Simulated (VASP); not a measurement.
A run of VASP 6.6.1:

Contents of INCAR:

```
SYSTEM = AgBr
PREC = Accurate
ENCUT = 600
EDIFF = 1E-7
ISMEAR = 0
SIGMA = 0.02
LREAL = .FALSE.
LASPH = .TRUE.
NELM = 100
ALGO = Fast
ISIF = 3
LWAVE = .FALSE.
LCHARG = .FALSE.
GGA = PE
IVDW = 12
IBRION = 2
NSW = 70
EDIFFG = -0.005
```

The input KPOINTS:

```
regular mesh
0
G
  8 8 8
  0 0 0
```

File POSCAR:

```
AgBr
1.0
    0.0000000000      2.9216612883      2.9216612883
    2.9216612883      0.0000000000      2.9216612883
    2.9216612883      2.9216612883      0.0000000000
Ag Br
1 1
Direct
    0.0000000000      0.0000000000      0.0000000000
    0.5000000000      0.5000000000      0.5000000000
```

Potentials or basis: VASP PAW PBE potentials, release 64 (Ag, Br).

Launch:

```sh
$ cat potpaw_PBE.64/Ag/POTCAR potpaw_PBE.64/Br/POTCAR > POTCAR
$ mpirun -np 1 vasp_std > vasp.out
```

Hardware: 1 thread of Intel(R) Xeon(R) Platinum 8259CL CPU @ 2.50GHz (Skylake/Cascade Lake) (shared host).

Problem. How long does it take, and how much memory?

Solution. Run time: 69 s on 1 thread of Intel(R) Xeon(R) Platinum 8259CL CPU @ 2.50GHz (Skylake/Cascade Lake), on a shared host, peak memory 0.23 GiB. Counts: scf iterations 31, k points 29, ion steps 3.
